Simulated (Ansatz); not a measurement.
**PbS (Galena) under changes of volume**

One of the cells (26.607 Å³/atom); the others are scaled copies at fixed shape and fractional positions:

```
Pb S
1.0
     0.00000    2.98539    2.98539
     2.98539    0.00000    2.98539
     2.98539    2.98539    0.00000
Pb S
1 1
Cartesian
  0.0000 0.0000 0.0000
  2.9854 2.9854 2.9854
```

```yaml
Program: Ansatz 0.2.0
Functional: PBE0
Potentials_or_basis: Ansatz PAW
Cutoff: "420 eV (not typed: the program's choice for these potentials)"
k_mesh: 4 × 4 × 4
Occupations: fermi-dirac, width 0.05 eV
Spin: no spin polarisation
```

```csv
volume (Å³/atom),energy over the lowest point (meV/atom),pressure (GPa),gap on the mesh (eV)
25.042,19.24,4.1,1.22
25.564,8.39,2.6,1.32
26.086,2.13,1.3,1.41
26.607,0.00,0.1,1.49
27.129,?,?,?
27.651,6.52,-2.0,1.64
```

Q: What does the run at 27.129 Å³/atom give?

A: Energy over the lowest point 1.58 meV/atom; pressure -1.0 GPa; gap on the mesh 1.57 eV.

Worked out: A Birch-Murnaghan fit of order 3 (a polynomial in V^(-2/3)) to the other rows has its minimum at 26.64 Å³/atom with B0 = V·E''(V) = 58 GPa and B' = 4.3. It gives 1.58 meV/atom at 27.129 Å³/atom, against the run's 1.58, and -dE/dV = -1.0 GPa, against -1.0. A straight line through the other rows of the gap, of slope 4.21 eV per unit of ln V (its deformation potential), gives 1.57 eV, against the run's 1.57.

Energies are extrapolated to zero smearing.

Caveats: all runs use coarse meshes; spin-orbit coupling is left out, which as a rule narrows the gap of such compounds by several tenths of an eV; the PAW data sets come from PBE, with cores solved anew for the run's functional, which leaves a small shift of forces and pressure; the thresholds are loose for stress.

A mesh can miss the band edges.
